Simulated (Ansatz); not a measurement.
# Co: stress in a strained cell

Co is deformed so: equal xy, yz and zx engineering shear strains of +1 %. What stress and forces result, by PAW?

Computed with Ansatz 0.2.0 (DFT PBE, scalar-relativistic, unless a step's input says otherwise).

12 further runs of the same task are left out: 12 that didn't finish.

### Step 1. The system as given

The structure is hexagonal, space group P6_3/mmc (No. 194). The conventional cell has a = 2.519 Å, b = 2.519 Å, c = 4.091 Å, α = 90.00°, β = 90.00°, γ = 120.00°. Around Co (site symmetry -6m2) lie 12 Co at 2.51 to 2.52 Å.

Coordinates:

```xyz
2
Lattice="2.5190 0.0000 0.0000 -1.2595 2.1815 0.0000 0.0000 0.0000 4.0910" Properties=species:S:1:pos:R:3 pbc="T T T"
Co    0.0000    1.4543    1.0227
Co    1.2595    0.7272    3.0683
```

Atoms are numbered in the order of the input: Co1, Co2.

### Step 2. The deformed structure

Space group P6_3/mmc before, P-1 after.

### Step 3. PAW with frozen cores

Contents of input.yaml:

```yaml
crystal:
  lattice:
    - [2.5190008694, 0.0125950044, 0.0125950044]
    - [-1.248592841, 2.1752212429, 0.0046100916]
    - [0.020455, 0.020455, 4.091]
  atoms:
    - { symbol: Co, position: [0.3333333333, 0.6666666667, 0.25], spin: 2.0 }
    - { symbol: Co, position: [0.6666666667, 0.3333333333, 0.75], spin: 2.0 }
magnetization:
  spin_polarized: true
kpoints:
  mp_grid: { grid: [19, 19, 10] }
scf:
  occupations: { method: fermi_dirac, width: 0.05 }
hamiltonian:
  xc: pbe
  pseudopotentials: { kind: paw }
output:
  forces: true
  stress: true
  eigenvalues: true
  efg: { contact_densities: true }
```

On the command line:

```
$ ansatz run input.yaml --threads 1 --pin off --max-ram 3072MiB --backend cpu --events-out ev --progress --plain --runs-dir out
```

What does the calculation give? Wanted: pressure; largest shear or deviatoric stress.

As calculated:

| quantity | value |
| --- | --- |
| pressure | PAW -6.61 GPa |
| largest shear or deviatoric stress (PAW) | 1.02 GPa |

**Reading.** The largest part of the stress beyond the pressure is 1.02 GPa in size, in the xy component; the atoms are carried along and not relaxed. No run of the undeformed cell stands beside it, so the pressure holds what the given cell had before the change. The magnetic state is the one reached from the start moments in this cell; it needn't be the ground state.
